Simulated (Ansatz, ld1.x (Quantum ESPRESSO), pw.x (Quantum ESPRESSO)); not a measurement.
Fe: does the ultrasoft potential hold in the solid?

ld1.x (Quantum ESPRESSO) 7.5 input, shortened:

```
&input
   title='Fe', zed=26., rel=1, dft='PBE', iswitch=3,
   config='[Ar] 3d6 4s2 4p0'
 /
 &inputp
   pseudotype=3, tm=.true., lloc=-1, rcloc=1.85,
   nlcc=.true., new_core_ps=.true., rcore=1.55,
   which_augfun='PSQ', rmatch_augfun=1.30
 /
6
4S  1  0   2.00   0.00  2.50  2.95  0.0
4S  1  0   0.00   0.80  2.50  2.95  0.0
4P  2  1   0.00   0.00  2.20  2.80  0.0
4P  2  1   0.00   4.25  2.20  2.80  0.0
3D  3  2   6.00   0.00  1.45  1.50  0.0
3D  3  2   0.00  -0.15  1.45  1.50  0.0
 &test
   configts(1)='3d6 4s2 4p0'
 /
```

Atomic tests: cutoffs needed: 45 Ry and 80 Ry (the cutoffs (Ry, on a coarse ladder) from which the occupation-weighted sum of valence levels, in a spherical-Bessel basis at the reference potential, stays within 10 and 1 mRy of its value at 400 Ry); ghost test: no extra level below or beside the all-electron valence levels (s, p, d, f tested) (spherical-Bessel basis up to 400 Ry, 20 bohr box); largest excitation error: -256 meV (all-electron minus pseudo) for 3d5 4s0 4p0, out of 7 test configurations.

Crystal test: fcc Fe in pw.x 7.5, no spin, 16³ k-points, Fermi–Dirac smearing 0.01 Ry, cutoffs 100/800 Ry. The lattice is a test structure that the element need not adopt, and mesh and smearing are coarse. Spin polarisation and strong correlation are left out, which matters for this element.

pw.x input:

```
&control
  calculation='scf', prefix='x', pseudo_dir='./', outdir='./tmp', tstress=.true., disk_io='low'
/
&system
  ibrav=0, nat=1, ntyp=1, ecutwfc=100, ecutrho=800, nbnd=11,
  occupations='smearing', smearing='fd', degauss=0.01
/
&electrons
  conv_thr=1e-09, mixing_beta=0.4, electron_maxstep=70
/
ATOMIC_SPECIES
Fe 1.0 Fe.UPF
CELL_PARAMETERS angstrom
  0.00000000 1.72573308 1.72573308
  1.72573308 0.00000000 1.72573308
  1.72573308 1.72573308 0.00000000
ATOMIC_POSITIONS crystal
Fe 0.0000 0.0000 0.0000
K_POINTS automatic
16 16 16 0 0 0
```

```bash
pw.x < Fe.scf.in > Fe.scf.out
```

Problem. How does the run end?

Solution. It converges; the pressure is 3.80 GPa against 0.43 GPa from all-electron LAPW. The largest radius (2.95 bohr) exceeds half the bond length (2.31 bohr), so the spheres overlap, which is one possible source of error among others. The log shows:

```
     number of Kohn-Sham states=           11
     kinetic-energy cutoff     =     100.0000  Ry
     charge density cutoff     =     800.0000  Ry
     scf convergence threshold =      1.0E-09
     Exchange-correlation= PBE
     number of k points=   145  Fermi-Dirac smearing, width (Ry)=  0.0100
     iteration #  1     ecut=   100.00 Ry     beta= 0.40
     total energy              =     -51.76780997 Ry
     estimated scf accuracy    <       0.05389918 Ry
     iteration #  2     ecut=   100.00 Ry     beta= 0.40
     total energy              =     -51.78252515 Ry
     estimated scf accuracy    <       0.01205603 Ry
     iteration #  3     ecut=   100.00 Ry     beta= 0.40
     total energy              =     -51.78472865 Ry
     estimated scf accuracy    <       0.00014185 Ry
     iteration #  4     ecut=   100.00 Ry     beta= 0.40
     total energy              =     -51.78474201 Ry
     estimated scf accuracy    <       0.00001054 Ry
     iteration #  5     ecut=   100.00 Ry     beta= 0.40
     total energy              =     -51.78474340 Ry
     estimated scf accuracy    <       0.00000037 Ry
     iteration #  6     ecut=   100.00 Ry     beta= 0.40
     total energy              =     -51.78474347 Ry
     estimated scf accuracy    <          3.6E-09 Ry
     iteration #  7     ecut=   100.00 Ry     beta= 0.40
     total energy              =     -51.78474348 Ry
     estimated scf accuracy    <          1.4E-09 Ry
     iteration #  8     ecut=   100.00 Ry     beta= 0.40
     the Fermi energy is    14.9895 ev
!    total energy              =     -51.78474348 Ry
     estimated scf accuracy    <          1.4E-11 Ry
     smearing contrib. (-TS)   =      -0.00772010 Ry
     The total energy is F=E-TS. E is the sum of the following terms:
     one-electron contribution =       5.65326242 Ry
     hartree contribution      =       7.69877451 Ry
     xc contribution           =     -20.14032729 Ry
     ewald contribution        =     -44.98873302 Ry
     convergence has been achieved in   8 iterations
          total   stress  (Ry/bohr**3)                   (kbar)     P=       38.00
```
